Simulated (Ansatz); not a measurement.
# ZnS: the cost of one run

Program: Ansatz 0.2.0. Level of theory: DFT PBEsol, scalar-relativistic, plane waves, PAW. These are calculated values, not measurements.

5 further runs of the same task are left out: 1 that didn't finish, 4 set aside as unsound or not needed.

## 1. Starting point

It takes space group F-43m (No. 216, cubic). Conventional cell: a = 5.357 Å, b = 5.357 Å, c = 5.357 Å, α = 90.00°, β = 90.00°, γ = 90.00°. Zn (site symmetry -43m) is surrounded by 4 S at 2.32 Å. S (site symmetry -43m) is surrounded by 4 Zn at 2.32 Å.

Structure file:

```cif
data_structure
_symmetry_space_group_name_H-M 'F-43m'
_symmetry_Int_Tables_number 216
_cell_length_a 5.3565
_cell_length_b 5.3565
_cell_length_c 5.3565
_cell_angle_alpha 90.000
_cell_angle_beta 90.000
_cell_angle_gamma 90.000
_cell_volume 153.69
loop_
_atom_site_label
_atom_site_type_symbol
_atom_site_symmetry_multiplicity
_atom_site_Wyckoff_symbol
_atom_site_fract_x
_atom_site_fract_y
_atom_site_fract_z
_atom_site_occupancy
Zn1 Zn 4 a 0.00000 0.00000 0.00000 1
S1 S 4 d 0.25000 0.75000 0.25000 1
```

It is built from the cell relaxed beforehand with the same method (19.21 Å³/atom).

## 2. Zero of energy

The cell is repeated 4 times, 8 atoms in all. Reference values: F = -16669.7620 eV; pressure 0.00 GPa; largest force 0.000 eV/Å; gap on the mesh 2.09 eV. It was computed beforehand with the settings of the runs below.

## 3. Next: a one-atom displacement scan

Atom 1 (Zn) is moved by x along the Cartesian unit vector (-0.707, 0.707, 0.000); the cell and all other atoms stay fixed. Forces below are components along that vector, summed over the moved atoms. In a periodic cell its images move with it.

## 4. At x = -0.450 Å

input.yaml reads:

```yaml
crystal:
  lattice:
    - [5.3565181498, 0.0, 0.0]
    - [0.0, -5.3565181498, 0.0]
    - [0.0, 0.0, -5.3565181498]
  atoms:
    - { symbol: Zn, position: [0.0594038968, 0.0594038968, 0.0] }
    - { symbol: Zn, position: [0.5, 0.5, 0.0] }
    - { symbol: Zn, position: [0.5, 0.0, 0.5] }
    - { symbol: Zn, position: [0.0, 0.5, 0.5] }
    - { symbol: S, position: [0.75, 0.75, 0.75] }
    - { symbol: S, position: [0.25, 0.25, 0.75] }
    - { symbol: S, position: [0.25, 0.75, 0.25] }
    - { symbol: S, position: [0.75, 0.25, 0.25] }
basis:
  ecutwfc: 420
kpoints:
  mp_grid: { grid: [6, 6, 6] }
hamiltonian:
  xc: pbesol
scf:
  occupations: { method: gaussian, width: 0.05 }
output:
  forces: true
  stress: true
  eigenvalues: true
```

Command:

```bash
ansatz run input.yaml --threads 1 --pin off --max-ram 2560MiB --backend cpu --events-out ev --progress --plain --runs-dir out
```

**Question.** How long does this run take on 1 thread of Arm Neoverse V2, shared host, and how much memory does it need?

About 44 s, with a peak of 0.55 GiB.
